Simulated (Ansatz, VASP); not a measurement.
**Ir: VASP beside Ansatz**

```
Ir
1.0
    -1.53810    1.53810    1.53810
     1.53810   -1.53810    1.53810
     1.53810    1.53810   -1.53810
Ir
1
Direct
  0.00000 0.00000 0.00000
```

Alike in both runs: functional PBEsol; k mesh 20 × 20 × 20; occupations gaussian, width 0.1 eV; no spin polarisation.

Ansatz relaxed the structure, and its values are those at the end. VASP's run is a single point on that final structure, the one shown.

```csv
,VASP,Ansatz
version,VASP 6.6.1,Ansatz 0.2.0
potentials or method,"VASP PAW PBE potentials, release 64 (Ir)","scalar-relativistic, plane waves, PAW"
plane-wave cutoff (eV),520,420
valence electrons in the cell,9,17
```

|  | VASP | Ansatz | Ansatz less VASP |
| --- | --- | --- | --- |
| gap on the k mesh at the Fermi level (eV) | none | none | - |
| pressure (GPa) | 0.9 | 0.0 | -0.88 |

A gap of «none» marks a metal or a gap that the smearing closes. The functional is the same, so the differences come from potentials, cutoffs and numerics. The two sets of potentials don't hold the same shells in valence.

Caveats: the PAW data sets were made with another functional, which shifts forces and pressure a little (VASP). The runs have no spin-orbit coupling, so splittings on Ir are missing.
